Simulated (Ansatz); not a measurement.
Al3Ru2:

```
Ru Al
1.0
    -1.53890    1.53890    7.14310
     1.53890   -1.53890    7.14310
     1.53890    1.53890   -7.14310
Ru Al
2 3
Cartesian
  0.0000 0.0000 5.6306
  0.0000 0.0000 8.6556
  0.0000 0.0000 2.7689
  0.0000 0.0000 11.5173
  0.0000 0.0000 0.0000
```

The cell comes from a database or a generator and needn't be the stable form of this composition.

Below is the output of Ansatz 0.2.0 for this cell. Logs are shortened: lines on timing, memory, paths and dates and some standing lists are left out, and cuts for length are marked.

```text
Warning: RAYON_NUM_THREADS=2 ignored (pool sized by the plan → 2); use --threads N
basis.fft_grid_basis auto: the FFT boxes are laid along the combinations [[1, -1, 0], [0, 1, 0], [1, 0, 1]] of the cell's own vectors, 4.353, 7.467 and 3.078 Å long. The dense box has 30×50×24 points. Along the cell's own vectors, as sized, it would have 50×50×50, 3.47 times as many. Of the 16 symmetry operations that the crystal satisfies within crystal.symmetry.tolerance (time reversal apart; of a slab, those that keep its plane) the dense box along the cell's own vectors carries 16, and the one as laid loses 14 of those. basis.fft_grid_basis: typed keeps the cell's own vectors: state it where this run's energies or levels are differenced outside the engine with another run's, or held beside a run that keeps those vectors. Those combinations have planes normal to reciprocal vector 3, as the cell's own vectors have. Each planar average written beside output.write_density, output.write_potential has a row for each plane of the box: 24. The volumetric files lie along those combinations, not along the cell's own vectors: a cube or XSF file states them, and fields.json those of NumPy files.
Engine: ansatz 0.2.0, aarch64-unknown-linux-gnu
Pseudopotentials: kind: paw
Pseudopotential: Ru, paw, valence charge 16, recommended cutoff 420 eV (normal), Ru.paw.azcp
Pseudopotential: Al, paw, valence charge 3, recommended cutoff 420 eV (normal), Al.paw.azcp
Functional definition: PBEsol
  exchange = pbesol_x
  correlation = pbesol_c
Crystal: 5 atoms, lattice volume = 67.666 Å³
Basis set: ecut = 420 eV, 1331 PW (Γ), FFT grids on a1−a2, a2, a1+a3, exchange–correlation on 60×100×48 points (8 copies of the dense FFT grid, shifted against one another)
Bands: 26, of which v1, the nominal top of the filled ones, is band 21 counted from 1 (20 counted from 0)
Symmetry: 16 space group operations
Space group: I4/mmm (ITA 139), of the structure as read, at distance tolerance 4.1e-5 Å
k-points: 163 of 1728
Non-local potential: Ru, projectors of the file, l = 0: 3, l = 1: 2, l = 2: 2, l = 3: 1
Non-local potential: Al, projectors of the file, l = 0: 2, l = 1: 2, l = 2: 1
PAW form: soft (Blöchl's): semilocal exchange-correlation on the pseudo side does not see the compensation charge
PAW frozen core: Ru, regenerated for the run's functional, and the local potential with it (the file was generated under x = pbe(κ = 0.804, μ = 0.2195149727645171), c = pbe(β = 0.06672455060314922))
[... 86 lines left out ...]
--- Forces (eV/Å), atoms counted from 1 ---
  atom   1  Ru     0.00000000     0.00000000     0.00128936
  atom   2  Ru     0.00000000     0.00000000    -0.00128936
  atom   3  Al     0.00000000     0.00000000    -0.00382688
  atom   4  Al     0.00000000     0.00000000     0.00382688
  atom   5  Al    -0.00000000     0.00000000     0.00000000
  max |Σ_I F_I| component: 6.07e-18 eV/Å
--- Stress (GPa, compression-positive) ---
        0.004749       0.000000       0.000000
        0.000000       0.004749       0.000000
        0.000000       0.000000      -0.018802
  P = ⅓ Tr σ = -0.0031 GPa (-0.031 kbar)
--- Band table (eV; the first three rows and the last of 163) ---
  k-point 0: bands = ["-57.0674", "-57.0602", "-27.1552", "-27.0940", "-27.0940", "-27.0856", "-27.0856", "-27.0562", "4.3758", "7.3209", "7.5263", "11.0043", "11.2330", "11.5056", "13.2158", "13.3477", "13.3477", "13.8890", "13.8890", "14.5112", "14.6523", "18.1540", "19.3395", "20.1847", "20.1847", "20.7451"]
  k-point 1: bands = ["-57.0659", "-57.0587", "-27.1527", "-27.1044", "-27.1035", "-27.0957", "-27.0951", "-27.0542", "4.6126", "7.4640", "7.7845", "11.0974", "11.3214", "11.5724", "13.1348", "13.1417", "13.4248", "13.6956", "13.7965", "14.1878", "14.3727", "18.4362", "19.0230", "19.4696", "19.6234", "20.3470"]
  k-point 2: bands = ["-57.0618", "-57.0547", "-27.1459", "-27.1322", "-27.1297", "-27.1227", "-27.1209", "-27.0488", "5.3002", "7.8693", "8.4976", "11.3370", "11.5620", "11.6842", "12.6404", "12.9732", "13.3235", "13.3284", "13.4153", "13.6917", "13.8182", "17.9839", "18.4201", "19.5153", "19.6672", "19.6972"]
  k-point 162: bands = ["-57.0674", "-57.0602", "-27.1536", "-27.0940", "-27.0940", "-27.0856", "-27.0856", "-27.0579", "4.8503", "5.6416", "9.4148", "10.6530", "11.1425", "11.6144", "12.7582", "13.1340", "13.1340", "14.2232", "14.2232", "14.5268", "14.6360", "17.1372", "19.0853", "19.0853", "20.4375", "21.7593"]
--- Relaxed structure (3 steps of the walk, 3 accepted, 1 SCFs on fresh bases) ---
  F+E_penalty+E_count = -13210.01173994 eV   max|allowed force component| = 3.827e-3 eV/Å   (the final SCF, on the basis selected at the relaxed cell)
  cell:  # Å, volume = 67.3108 Å³
    - [-1.5357809516212506, 1.5357809516212506, 7.134542421066157]
    - [1.5357809516212506, -1.5357809516212506, 7.134542421066157]
    - [1.5357809516212506, 1.5357809516212506, -7.134542421066157]
  atoms:
    - { symbol: Ru, position: [0.39455874678265346, 0.39455874678265346, -2.4579437360082413e-36] }
    - { symbol: Ru, position: [0.6054412532173464, 0.6054412532173464, 2.2184953951904353e-37] }
    - { symbol: Al, position: [0.19381502724723856, 0.19381502724723856, 2.474510904986384e-36] }
    - { symbol: Al, position: [0.8061849727527614, 0.8061849727527614, 6.533313935287637e-36] }
    - { symbol: Al, position: [7.5891550192900395e-22, 7.589155019289999e-22, 9.777320901533272e-38] }
```

Task: What input gives this log?

Result: Relaxation of cell and atoms with PBEsol, no spin polarisation. The files as run (others can give the same):

input.yaml
```yaml
crystal:
  lattice:
    - [-1.538900875, 1.538900875, 7.14310203]
    - [1.538900875, -1.538900875, 7.14310203]
    - [1.538900875, 1.538900875, -7.14310203]
  atoms:
    - { symbol: Ru, position: [0.39413143, 0.39413143, 0.0] }
    - { symbol: Ru, position: [0.60586857, 0.60586857, 0.0] }
    - { symbol: Al, position: [0.19381538, 0.19381538, 0.0] }
    - { symbol: Al, position: [0.80618462, 0.80618462, 0.0] }
    - { symbol: Al, position: [0.0, 0.0, 0.0] }
hamiltonian:
  xc: pbesol
  pseudopotentials: { kind: paw }
kpoints:
  mp_grid: { grid: [12, 12, 12] }
scf:
  occupations: { method: fermi_dirac, width: 0.05 }
output:
  forces: true
  stress: true
  eigenvalues: true
  write_density: true
  write_potential: true
  elf: true
  volumetric_format: npy
relax:
  f_tol: 0.01
  max_steps: 40
  cell: { stress_tol: 0.05 }
```

Potentials or basis: Ansatz PAW.
Command:
```console
$ ansatz run input.yaml --threads 2 --pin off --max-ram 5632MiB --backend cpu --events-out ev --progress --plain --runs-dir out
```

Caveat: the plane-wave basis is chosen anew once the cell has moved, so the energies of steps on either side of that aren't comparable; the PAW data sets come from PBE, with cores solved anew for the run's functional, which leaves a small shift of forces and pressure.
